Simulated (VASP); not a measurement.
# Nb: optical spectrum with vdW-DF

The system is Nb.

```
CELL_PARAMETERS angstrom
0.00000 2.11500 2.11500
2.11500 0.00000 2.11500
2.11500 2.11500 0.00000
ATOMIC_POSITIONS crystal
Nb 0.00000 0.00000 0.00000
```

This isn't the form of Nb at room conditions, which is bcc.

```
Program                : VASP 6.6.1
Task                   : optical spectrum
Functional             : vdW-DF
Potentials or basis    : VASP PAW PBE potentials, release 64 (Nb_sv_GW)
Cutoff                 : 550 eV
k mesh                 : 8 × 8 × 8
Occupations            : methfessel-paxton, width 0.1 eV
Spin                   : spin-orbit coupling, no magnetisation
Further INCAR settings : ALGO = Fast; EDIFF = 1e-06; NBANDS = 109
```

```json
{
  "Pressure": "1.7 GPa",
  "Valence electrons inside the program's atomic spheres": "Nb 10.25"
}
```

Dielectric function (mean over the directions given):
| energy (eV) | real part | imaginary part |
| --- | --- | --- |
| 0.27 | 61.02 | 4.92 |
| 0.72 | 62.30 | 48.78 |
| 1.27 | -6.44 | 35.87 |
| 1.72 | 5.57 | 24.21 |
| 2.26 | -0.80 | 22.15 |
| 2.71 | 7.15 | 18.02 |
| 3.25 | 1.45 | 15.84 |
| 3.80 | 0.82 | 10.68 |
| 4.25 | -3.22 | 16.51 |
| 4.79 | -5.59 | 17.23 |
| 5.24 | -9.43 | 6.02 |
| 5.79 | -4.10 | 3.38 |
| 6.33 | -3.37 | 3.13 |
| 6.78 | -2.30 | 3.10 |
| 7.32 | -0.61 | 2.52 |
| 7.77 | -1.98 | 1.87 |
| 8.32 | 0.76 | 1.55 |
| 8.86 | -1.21 | 3.01 |
| 9.31 | -0.38 | 1.93 |
| 9.85 | -2.64 | 3.72 |
| 10.31 | -0.27 | 1.03 |
| 10.85 | -0.35 | 1.48 |
| 11.30 | 1.20 | 1.75 |
| 11.84 | 0.81 | 1.81 |
| 12.39 | -0.08 | 1.68 |
| 12.84 | 1.55 | 3.36 |
| 13.38 | 0.94 | 3.14 |
| 13.83 | -1.16 | 2.42 |
| 14.37 | -0.31 | 1.88 |
| 14.92 | 0.26 | 1.36 |
| 15.37 | -0.89 | 2.04 |
| 15.91 | -0.69 | 1.20 |
| 16.36 | -0.74 | 1.34 |
| 16.91 | -0.59 | 0.84 |
| 17.45 | 0.19 | 0.71 |
| 17.90 | -0.53 | 0.84 |
| 18.44 | -0.02 | 0.54 |
| 18.89 | 0.09 | 0.38 |
| 19.44 | 0.45 | 0.29 |
| 19.98 | 0.08 | 0.57 |

It took 92 s on 1 thread of Intel(R) Xeon(R) 6975P-C (Granite Rapids), with other jobs on the host, peak memory 0.42 GiB.

Caveat: spectra need much finer meshes, so this one isn't converged; independent-particle spectra lack excitons; the PAW data sets were made with another functional, which shifts forces and pressure a little.
